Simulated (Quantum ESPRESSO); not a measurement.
# KBr (Fm-3m) in Quantum ESPRESSO: settings compared

Aim: see how the results for KBr move with the level of theory and the settings. Levels: PBE, PBEsol, WC, BLYP. Tasks: dielectric tensor.

Everything below comes from runs of Quantum ESPRESSO 7.5. Logs are shortened: lines on timing, memory, paths and dates and some standing lists are left out, and cuts for length are marked.

**Experimental background.**

From a printed reference work, monograph, for a bulk crystal of KBr: high-frequency dielectric constant 2.36.

How close the calculation comes is told below.

### Step 1. The crystal as given

It takes space group Fm-3m (No. 225, cubic). Conventional cell: a = 6.600 Å, b = 6.600 Å, c = 6.600 Å, α = 90.00°, β = 90.00°, γ = 90.00°. Br (site symmetry m-3m) is surrounded by 6 K at 3.30 Å. Around K (site symmetry m-3m) lie 6 Br at 3.30 Å.

### Step 2. Dielectric tensor, PBE

pw.in

```
&CONTROL
  calculation = 'scf'
  prefix = 'pwscf'
  outdir = './tmp'
  pseudo_dir = './pseudo'
  tprnfor = .true.
  tstress = .true.
  disk_io = 'low'
/
&SYSTEM
  ibrav = 0
  nat = 2
  ntyp = 2
  ecutwfc = 74
  nbnd = 14
  occupations = 'smearing'
  smearing = 'fd'
  degauss = 0.00367493
/
&ELECTRONS
  conv_thr = 4d-10
  electron_maxstep = 120
  mixing_beta = 0.5
/
ATOMIC_SPECIES
Br    79.9040 Br.upf
K     39.0983 K.upf
CELL_PARAMETERS angstrom
   0.0000000000    3.3000000000    3.3000000000
   3.3000000000    0.0000000000    3.3000000000
   3.3000000000    3.3000000000    0.0000000000
ATOMIC_POSITIONS crystal
Br     0.5000000000    0.5000000000    0.5000000000
K      0.0000000000    0.0000000000    0.0000000000
K_POINTS automatic
6 6 6 1 1 1
```

scf2.in

```
&CONTROL
  calculation = 'scf'
  prefix = 'pwscf'
  outdir = './tmp'
  pseudo_dir = './pseudo'
  tprnfor = .true.
  tstress = .true.
  disk_io = 'low'
/
&SYSTEM
  ibrav = 0
  nat = 2
  ntyp = 2
  ecutwfc = 74
  nbnd = 14
  occupations = 'fixed'
/
&ELECTRONS
  conv_thr = 1d-13
  electron_maxstep = 120
  mixing_beta = 0.5
  startingpot = 'file'
  startingwfc = 'file'
/
ATOMIC_SPECIES
Br    79.9040 Br.upf
K     39.0983 K.upf
CELL_PARAMETERS angstrom
   0.0000000000    3.3000000000    3.3000000000
   3.3000000000    0.0000000000    3.3000000000
   3.3000000000    3.3000000000    0.0000000000
ATOMIC_POSITIONS crystal
Br     0.5000000000    0.5000000000    0.5000000000
K      0.0000000000    0.0000000000    0.0000000000
K_POINTS automatic
6 6 6 1 1 1
```

ph.in

```
dielectric of KBr
&INPUTPH
  prefix = 'pwscf'
  outdir = './tmp'
  tr2_ph = 1d-18
  fildyn = 'dyn'
  niter_ph = 90
  alpha_mix(1) = 0.7
  epsil = .true.
  trans = .false.
  zeu = .true.
/
0.0000000000 0.0000000000 0.0000000000
```

Potentials or basis: PseudoDojo 0.4.1 SR PBE standard.

Launch:

```console
$ OMP_NUM_THREADS=1 pw.x -in pw.in > pw.out
$ OMP_NUM_THREADS=1 pw.x -in scf2.in > scf2.out
$ OMP_NUM_THREADS=1 ph.x -in ph.in > ph.out
```

pw.out:

```text
This program is part of the open-source Quantum ESPRESSO suite
     for quantum simulation of materials; please cite
[... 9 lines left out ...]
     --------------------
     sticks:   dense  smooth     PW     G-vecs:    dense   smooth      PW
     Sum        1585    1585    463                41655    41655    6615

     Using Slab Decomposition

     bravais-lattice index     =            0
     lattice parameter (alat)  =       8.8192  a.u.
     unit-cell volume          =     485.0298 (a.u.)^3
     number of atoms/cell      =            2
     number of atomic types    =            2
     number of electrons       =        16.00
     number of Kohn-Sham states=           14
     kinetic-energy cutoff     =      74.0000  Ry
     charge density cutoff     =     296.0000  Ry
     scf convergence threshold =      4.0E-10
     mixing beta               =       0.5000
     number of iterations used =            8  plain     mixing
     Exchange-correlation= PBE
                           (   1   4   3   4   0   0   0)

     celldm(1)=   8.819172  celldm(2)=   0.000000  celldm(3)=   0.000000
     celldm(4)=   0.000000  celldm(5)=   0.000000  celldm(6)=   0.000000

[... 8 lines left out ...]
               b(3) = (  0.707107  0.707107 -0.707107 )

     PseudoPot. # 1 for Br read from file:
     Br.upf
     Pseudo is Norm-conserving + core correction, Zval =  7.0
     Generated using ONCVPSP code by D. R. Hamann
     Using radial grid of 1098 points,  6 beta functions with:
                l(1) =   0
                l(2) =   0
                l(3) =   1
                l(4) =   1
                l(5) =   2
                l(6) =   2

     PseudoPot. # 2 for K  read from file:
     K.upf
     Pseudo is Norm-conserving + core correction, Zval =  9.0
     Generated using ONCVPSP code by D. R. Hamann
     Using radial grid of 2222 points,  6 beta functions with:
                l(1) =   0
                l(2) =   0
                l(3) =   1
                l(4) =   1
                l(5) =   2
                l(6) =   2

     atomic species   valence    mass     pseudopotential
     Br                7.00    79.90400     Br( 1.00)
     K                 9.00    39.09830     K ( 1.00)

     48 Sym. Ops., with inversion, found

   Cartesian axes

     site n.     atom                  positions (alat units)
         1        Br     tau(   1) = (   0.7071068   0.7071068   0.7071068  )
         2        K      tau(   2) = (   0.0000000   0.0000000   0.0000000  )

     number of k points=    28  Fermi-Dirac smearing, width (Ry)=  0.0037
                       cart. coord. in units 2pi/alat
        k(    1) = (   0.0589256   0.0589256   0.0589256), wk =   0.0185185
        k(    2) = (   0.1767767   0.1767767  -0.0589256), wk =   0.0555556
        k(    3) = (   0.2946278   0.2946278  -0.1767767), wk =   0.0555556
        k(    4) = (  -0.2946278  -0.2946278   0.4124790), wk =   0.0555556
        k(    5) = (  -0.1767767  -0.1767767   0.2946278), wk =   0.0555556
        k(    6) = (  -0.0589256  -0.0589256   0.1767767), wk =   0.0555556
[... 20 lines left out ...]
        k(   27) = (   0.2946278   0.2946278   0.2946278), wk =   0.0185185
        k(   28) = (  -0.2946278  -0.2946278   0.8838835), wk =   0.0555556

     Dense  grid:    41655 G-vectors     FFT dimensions: (  50,  50,  50)

     Initial potential from superposition of free atoms

     starting charge      15.9807, renormalised to      16.0000
     Starting wfcs are    9 randomized atomic wfcs +    5 random wfcs

     Self-consistent Calculation

     iteration #  1     ecut=    74.00 Ry     beta= 0.50
     Davidson diagonalization with overlap
     ethr =  1.00E-02,  avg # of iterations =  7.4

     Threshold (ethr) on eigenvalues was too large:
     Diagonalizing with lowered threshold

     Davidson diagonalization with overlap
     ethr =  2.96E-04,  avg # of iterations =  4.8

     total energy              =     -91.82647378 Ry
     estimated scf accuracy    <       0.04589607 Ry

     iteration #  2     ecut=    74.00 Ry     beta= 0.50
     Davidson diagonalization with overlap
     ethr =  2.87E-04,  avg # of iterations =  2.6

     total energy              =     -91.83571690 Ry
     estimated scf accuracy    <       0.00224444 Ry

     iteration #  3     ecut=    74.00 Ry     beta= 0.50
     Davidson diagonalization with overlap
     c_bands:  1 eigenvalues not converged
     ethr =  1.40E-05,  avg # of iterations =  8.8

     total energy              =     -91.83619973 Ry
     estimated scf accuracy    <       0.00055682 Ry

     iteration #  4     ecut=    74.00 Ry     beta= 0.50
     Davidson diagonalization with overlap
     ethr =  3.48E-06,  avg # of iterations =  4.5

     total energy              =     -91.83626751 Ry
     estimated scf accuracy    <       0.00001123 Ry

     iteration #  5     ecut=    74.00 Ry     beta= 0.50
     Davidson diagonalization with overlap
     ethr =  7.02E-08,  avg # of iterations =  2.4

     total energy              =     -91.83627240 Ry
     estimated scf accuracy    <       0.00000111 Ry

     iteration #  6     ecut=    74.00 Ry     beta= 0.50
     Davidson diagonalization with overlap
     ethr =  6.95E-09,  avg # of iterations =  2.4

     total energy              =     -91.83627276 Ry
     estimated scf accuracy    <       0.00000010 Ry

     iteration #  7     ecut=    74.00 Ry     beta= 0.50
     Davidson diagonalization with overlap
     ethr =  6.37E-10,  avg # of iterations =  2.8

     total energy              =     -91.83627279 Ry
     estimated scf accuracy    <          7.5E-09 Ry

     iteration #  8     ecut=    74.00 Ry     beta= 0.50
     Davidson diagonalization with overlap
     ethr =  4.68E-11,  avg # of iterations =  3.4

     total energy              =     -91.83627279 Ry
     estimated scf accuracy    <          1.7E-09 Ry

     iteration #  9     ecut=    74.00 Ry     beta= 0.50
     Davidson diagonalization with overlap
     ethr =  1.07E-11,  avg # of iterations =  2.1

     End of self-consistent calculation

          k = 0.0589 0.0589 0.0589 (  5143 PWs)   bands (ev):

   -26.6615 -11.1923 -10.1393 -10.1393 -10.1200   1.0109   1.0924   1.0924
     5.7346   8.6705   8.8074   8.8074   9.6336   9.6336

          k = 0.1768 0.1768-0.0589 (  5196 PWs)   bands (ev):

   -26.6598 -11.2474 -10.1478 -10.1385 -10.0411   0.6049   0.9752   0.9964
     6.5142   8.4649   9.1142   9.4312   9.9678  10.2148

          k = 0.2946 0.2946-0.1768 (  5214 PWs)   bands (ev):

   -26.6571 -11.3186 -10.1515 -10.1421  -9.9387   0.1249   0.8248   0.8252
     7.5293   8.8545   9.9721  10.3274  10.6593  11.2093

          k =-0.2946-0.2946 0.4125 (  5212 PWs)   bands (ev):

   -26.6562 -11.3400 -10.1490 -10.1465  -9.9077  -0.0185   0.7592   0.7865
     7.7726   9.2475  10.6030  10.8966  11.0155  11.1847

          k =-0.1768-0.1768 0.2946 (  5213 PWs)   bands (ev):

   -26.6579 -11.2954 -10.1473 -10.1441  -9.9729   0.2626   0.8599   0.8933
     7.2474   8.5314   9.7950   9.9851  10.4833  10.7931

          k =-0.0589-0.0589 0.1768 (  5181 PWs)   bands (ev):

   -26.6606 -11.2200 -10.1437 -10.1421 -10.0775   0.7753   1.0394   1.0483
     6.1486   8.3853   9.1084   9.1465   9.7354   9.9897

          k = 0.2946 0.0589 0.0589 (  5208 PWs)   bands (ev):

   -26.6590 -11.2389 -10.1514 -10.1501 -10.0411   0.4938   0.9643   0.9791
     6.7687   7.9466   9.7402   9.7616   9.9401  10.5365

          k = 0.4125 0.1768-0.0589 (  5210 PWs)   bands (ev):

   -26.6568 -11.2504 -10.1659 -10.1532 -10.0155   0.2690   0.8107   0.8540
     7.6472   7.9395  10.2350  10.4356  10.7387  10.8292

          k =-0.1768-0.4125 0.5303 (  5218 PWs)   bands (ev):

   -26.6555 -11.2685 -10.1743 -10.1584  -9.9808   0.1670   0.6469   0.7682
     8.0689   8.9088  10.0031  10.4829  11.1544  11.4526

          k =-0.0589-0.2946 0.4125 (  5220 PWs)   bands (ev):

   -26.6563 -11.2767 -10.1757 -10.1486  -9.9737   0.1987   0.7246   0.7896
     7.9933   8.4772  10.0031  10.3195  10.7809  11.4488

          k = 0.0589-0.1768 0.2946 (  5207 PWs)   bands (ev):

   -26.6584 -11.2671 -10.1560 -10.1425 -10.0056   0.3873   0.8975   0.9216
     7.0734   8.2177   9.6247   9.9215  10.2315  10.7042

          k = 0.5303 0.0589 0.0589 (  5221 PWs)   bands (ev):

   -26.6557 -11.1618 -10.1766 -10.1682 -10.1209   0.2874   0.8229   0.8560
     7.2504   8.0443  10.3720  10.4489  11.2582  11.4080

          k =-0.0589-0.5303 0.6482 (  5222 PWs)   bands (ev):

   -26.6548 -11.1471 -10.2132 -10.1774 -10.0983   0.3557   0.6594   0.7704
     7.4590   8.7868   9.8226  10.5845  10.8199  11.6924

          k = 0.0589-0.4125 0.5303 (  5220 PWs)   bands (ev):

   -26.6550 -11.2276 -10.1974 -10.1635 -10.0133   0.3053   0.5456   0.7504
     8.1778   8.9556   9.6691  10.2597  11.1200  11.6104

          k = 0.1768-0.2946 0.4125 (  5223 PWs)   bands (ev):

   -26.6562 -11.3094 -10.1594 -10.1480  -9.9422   0.0847   0.7398   0.7947
     7.8333   8.9113  10.3586  10.4675  10.8556  11.3563

          k =-0.6482 0.0589 0.0589 (  5230 PWs)   bands (ev):

   -26.6548 -11.1046 -10.2175 -10.1727 -10.1564   0.3124   0.7852   0.8283
     7.1006   8.3954  10.3465  10.5202  10.8764  11.7461

          k =-0.5303 0.1768-0.0589 (  5217 PWs)   bands (ev):

   -26.6555 -11.1984 -10.1798 -10.1706 -10.0644   0.2826   0.7275   0.8011
     7.5868   8.3628  10.0578  10.7166  10.9613  11.3306

          k =-0.4125 0.0589 0.0589 (  5208 PWs)   bands (ev):

   -26.6572 -11.2193 -10.1607 -10.1604 -10.0573   0.3236   0.8865   0.9091
     7.4209   7.5604  10.1382  10.5570  10.6276  10.7873

          k = 0.1768 0.1768 0.1768 (  5201 PWs)   bands (ev):

   -26.6591 -11.2746 -10.1417 -10.1417 -10.0072   0.4463   0.9431   0.9431
     6.8040   8.6067   9.4234   9.4234  10.3060  10.3060

          k = 0.2946 0.2946 0.0589 (  5210 PWs)   bands (ev):

   -26.6574 -11.2890 -10.1651 -10.1409  -9.9694   0.2500   0.8238   0.8391
     7.5309   8.4937   9.7036  10.1140  10.5170  11.2005

          k =-0.2946-0.2946 0.6482 (  5221 PWs)   bands (ev):

   -26.6556 -11.2689 -10.1873 -10.1499  -9.9747   0.2003   0.6214   0.7731
     8.2051   8.8852   9.7714  10.4949  10.6278  12.0426

          k =-0.1768-0.1768 0.5303 (  5212 PWs)   bands (ev):

   -26.6555 -11.2348 -10.1787 -10.1596 -10.0244   0.2335   0.6545   0.8072
     7.7749   8.6887  10.0682  10.7474  10.8475  11.2974

          k = 0.4125 0.1768 0.1768 (  5209 PWs)   bands (ev):

   -26.6566 -11.2818 -10.1559 -10.1539  -9.9799   0.1811   0.7628   0.8438
     7.6698   8.4105  10.3901  10.5682  10.7349  10.8308

          k =-0.1768-0.4125 0.7660 (  5216 PWs)   bands (ev):

   -26.6553 -11.2309 -10.1855 -10.1697 -10.0134   0.2719   0.6405   0.7335
     8.1683   8.6117   9.6582  10.5862  11.1999  11.3943

          k =-0.0589-0.2946 0.6482 (  5213 PWs)   bands (ev):

   -26.6547 -11.1855 -10.2026 -10.1885 -10.0439   0.4166   0.5576   0.6762
     8.1088   8.9068   9.3777  10.2344  11.4659  11.6961

          k =-0.7660 0.1768 0.1768 (  5223 PWs)   bands (ev):

   -26.6549 -11.1886 -10.2079 -10.1630 -10.0598   0.3676   0.5282   0.7886
     7.7208   9.1686   9.6400  10.3849  11.0394  11.3093

          k = 0.2946 0.2946 0.2946 (  5225 PWs)   bands (ev):

   -26.6567 -11.3447 -10.1441 -10.1441  -9.9059   0.0017   0.8041   0.8041
     7.6132   9.1853  10.4605  10.4605  11.1741  11.1742

          k =-0.2946-0.2946 0.8839 (  5217 PWs)   bands (ev):

   -26.6558 -11.3048 -10.1662 -10.1486  -9.9432   0.0756   0.6935   0.7766
     7.9838   9.1050  10.2102  10.6754  10.7415  11.7425

     the Fermi energy is     2.6165 ev

!    total energy              =     -91.83627279 Ry
     estimated scf accuracy    <          4.1E-11 Ry
     smearing contrib. (-TS)   =      -0.00000000 Ry
     internal energy E=F+TS    =     -91.83627279 Ry

     The total energy is F=E-TS. E is the sum of the following terms:
     one-electron contribution =     -29.06538393 Ry
     hartree contribution      =      19.28292862 Ry
     xc contribution           =     -23.25594232 Ry
     ewald contribution        =     -58.79787517 Ry

     convergence has been achieved in   9 iterations

     Forces acting on atoms (cartesian axes, Ry/au):

     atom    1 type  1   force =    -0.00000000   -0.00000000    0.00000000
     atom    2 type  2   force =    -0.00000000   -0.00000000    0.00000000

     Total force =     0.000000     Total SCF correction =     0.000000

     Computing stress (Cartesian axis) and pressure

          total   stress  (Ry/bohr**3)                   (kbar)     P=        7.02
   0.00004774  -0.00000000  -0.00000000            7.02       -0.00       -0.00
  -0.00000000   0.00004774  -0.00000000           -0.00        7.02       -0.00
  -0.00000000  -0.00000000   0.00004774           -0.00       -0.00        7.02

=------------------------------------------------------------------------------=
   JOB DONE.
=------------------------------------------------------------------------------=
```

It took 5.5 min on 1 thread of Intel Xeon Platinum 8259CL at 2.50GHz (Skylake/Cascade Lake), shared host; peak memory 0.12 GiB.

What came out:

* Free energy: -1249.4961 eV
* Pressure: 0.7 GPa
* Electronic dielectric tensor (diagonal): 2.55
* Born charges (mean of the diagonal): Br -1.13; K +1.13 e

Electronic dielectric tensor:
```
2.55 0.00 0.00
0.00 2.55 0.00
0.00 0.00 2.55
```

Born effective charge tensors (e):
atom 1, Br
```
-1.13  0.00  0.00
 0.00 -1.13  0.00
 0.00  0.00 -1.13
```
atom 2, K
```
1.13 0.00 0.00
0.00 1.13 0.00
0.00 0.00 1.13
```

(Continued in part 2 of 2.)
